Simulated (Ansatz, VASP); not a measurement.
# Si2Ni in VASP and in Ansatz

```
Si Ni
1.0
     0.00000    2.69316    2.69316
     2.69316    0.00000    2.69316
     2.69316    2.69316    0.00000
Si Ni
2 1
Direct
  0.18344 0.24707 0.29023
  0.78662 0.66310 0.71075
  0.01470 0.90467 0.95798
```

Alike in both runs: task single point; functional PBE; k mesh 2 × 2 × 2; occupations gaussian, width 0.1 eV; no spin polarisation.

|  | VASP | Ansatz |
| --- | --- | --- |
| version | VASP 6.6.1 | Ansatz 0.2.0 |
| potentials or method | VASP PAW PBE potentials, release 64 (Si, Ni) | scalar-relativistic, plane waves, PAW |
| plane-wave cutoff (eV) | 520 | 420 |
| valence electrons in the cell | 18 | 26 |

```csv
,VASP,Ansatz,Ansatz less VASP
gap on the k mesh at the Fermi level (eV),none,none,-
pressure (GPa),26.4,26.5,+0.11
largest component of the traceless stress (GPa),9.42,9.40,-0.019
rms of the force components (eV/Å),1.758,1.775,+0.0166
```

Atom by atom the forces differ by 0.019 eV/Å (rms over components). A gap of «none» marks a metal or a gap that the smearing closes. The two sets of potentials don't hold the same shells in valence.

Caveats: the k mesh is coarse (spacing up to 1.01 Å⁻¹), so the values aren't converged; so large a pressure means that the cell lies far from this level's equilibrium, or that cutoff or potentials fall short (VASP); forces of over 1 eV/Å show positions far from the minimum, so gaps and moduli don't describe the material at rest. Spin polarisation is off, so any magnetic state and its effect on volume and gap are missing.
